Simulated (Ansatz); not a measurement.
Ag: equation of state with revPBE+D4+U

The system is Ag.

```xyz
1
Lattice="0.0000 2.0427 2.0427 2.0427 0.0000 2.0427 2.0427 2.0427 0.0000" Properties=species:S:1:pos:R:3 pbc="T T T"
Ag    0.0000    0.0000    0.0000
```

```
Program             : Ansatz 0.2.0
Task                : equation of state
Functional          : revPBE
Dispersion          : D4
Potentials or basis : all-electron LAPW, relativistic spinors
Basis error allowed : 0.0005 eV/atom
k mesh              : 8 × 8 × 8
Occupations         : methfessel-paxton, width 0.025 eV
Spin                : spin-orbit coupling, no magnetisation
Hubbard terms       : Ag d U = 6.2 eV
```

The equilibrium volume is 16.96 Å³/atom and the bulk modulus is 109 GPa. The pressure derivative of the bulk modulus is 6.2 (rough: it moves with the points fitted).

Energy against volume, from the lowest point:
| volume (Å³/atom) | energy (meV/atom) |
| --- | --- |
| 16.025 | 19.70 |
| 16.366 | 7.45 |
| 16.707 | 1.14 |
| 17.048 | 0.00 |
| 17.389 | 3.39 |
| 17.730 | 10.73 |
| 18.071 | 21.29 |

All runs of the series together: 2.6 min on 1 thread of Intel(R) Xeon(R) Platinum 8259CL CPU @ 2.50GHz (Skylake/Cascade Lake) (shared host).

Caveat: U is the effective U less J, on atomic orbitals that reach past the spheres; the U is typed as a test and isn't derived for this compound.
